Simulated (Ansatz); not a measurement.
Energy ranking of In2GaP3 structures

All numbers below come from DFT PBE, scalar-relativistic, plane waves, PAW in Ansatz. Settings: cutoff 420 eV, Γ-centred meshes spaced at most about 0.3 Å⁻¹, and about 0.25 Å⁻¹ or finer for metals (2π included), Gaussian smearing. No spin polarisation.

The zero of energy is the elements' standard structures at the same level; no fitted shifts are applied. The references include black phosphorus.

These are static total energies at zero pressure. Larger cells and other orderings weren't all tried, so the list isn't exhaustive. Kohn–Sham gaps at this level usually fall short of measured ones. The reference form of P is held partly by dispersion forces, which this level lacks.

Invented guesses were relaxed alike, and ends that match in structure were merged. ΔE counts from the first row. Coordination counts P atoms around Ga and In (those within 1.25 times the shortest such distance or 1.15 times the sum of covalent radii; a plus sign parts nearer from farther groups; the shortest distance is added where it is long for a bond; a slash parts the counts of unlike sites). The ends were matched against large subsets of the Crystallography Open Database and the Materials Project, so a missing match doesn't prove that a structure is unreported.

```csv
#,reached from,type and space group,atoms,Å³/atom,coordination,ΔE (meV/atom),gap on mesh (eV),in databases
1,In and Ga ordered on zinc blende sites,P3m1 (No. 156),6,24.6,"In 4, Ga 4",0,0.42,no match
2,In and Ga ordered on rock salt sites,P-3m1 (No. 164),6,19.9,"In 6, Ga 6",284,0.00,no match
3,In and Ga ordered on rock salt sites,I4/mmm (No. 139),6,20.0,"In 6, Ga 6",302,0.00,no match
4,TlAg3Te2 type (Cmmm),Cmmm (No. 65),6,21.5,"In 6+2 from 3.1 Å, Ga 4",391,0.00,no match
5,Zr2CuSb3 type (P-4m2),P-4m2 (No. 115),6,20.2,"In 5, Ga 4+4",492,0.00,no match
6,random cell,R-3m (No. 166),6,22.8,"In 3, Ga 6",584,0.00,no match
7,LuB2Ru3 type (P6/mmm),P6/mmm (No. 191),6,24.2,"In 6, Ga 12 from 3.8 Å",767,0.00,no match
8,random cell,P4/mmm (No. 123),6,25.3,"In 6/8 from 3.6 Å, Ga 2",968,0.00,no match
```

The lowest: Space group P3m1 (No. 156), trigonal, a = 4.107 Å, c = 10.098 Å. Around In on its first site lie 4 P at 2.55–2.58 Å; In on its second site is surrounded by 4 P at 2.54–2.57 Å; around Ga lie 4 P at 2.38–2.48 Å; P on its first site is surrounded by 3 Ga at 2.48 Å and 1 In at 2.58 Å; around P on its second site lie 1 Ga at 2.38 Å and 3 In at 2.54 Å; 1 more site not described. Its energy over the elements is −0.276 eV/atom. It lies below the elements, which doesn't yet make it stable against other compounds or structures. An observed structure of this formula, if there is one, may be missing.

```yaml
crystal:
  lattice:
    - [4.10731, 0.00000, 0.00000]
    - [-2.05366, 3.55703, 0.00000]
    - [0.00000, 0.00000, 10.09785]
  atoms:
    - { symbol: In, position: [0.00000, 0.00000, 0.99320] }
    - { symbol: In, position: [0.66667, 0.33333, 0.33898] }
    - { symbol: Ga, position: [0.33333, 0.66667, 0.66572] }
    - { symbol: P, position: [0.00000, 0.00000, 0.73758] }
    - { symbol: P, position: [0.33333, 0.66667, 0.42979] }
    - { symbol: P, position: [0.66667, 0.33333, 0.08472] }
```

The second: Space group P-3m1 (No. 164), trigonal, a = 3.834 Å, c = 9.358 Å. In is surrounded by 6 P at 2.75–2.77 Å; Ga has 6 P at 2.61 Å; P on a site of symmetry -3m has 6 In at 2.75 Å; P on a site of symmetry 3m is surrounded by 3 Ga at 2.61 Å and 3 In at 2.77 Å. Counting P atoms around Ga and In, the first has In 4, Ga 4 and the second has In 6, Ga 6. Shaken at random and relaxed again, row 1 came back. Cells without such a test can be saddle points. Some types were kept out of the candidates beforehand, so the set may lack a known form.
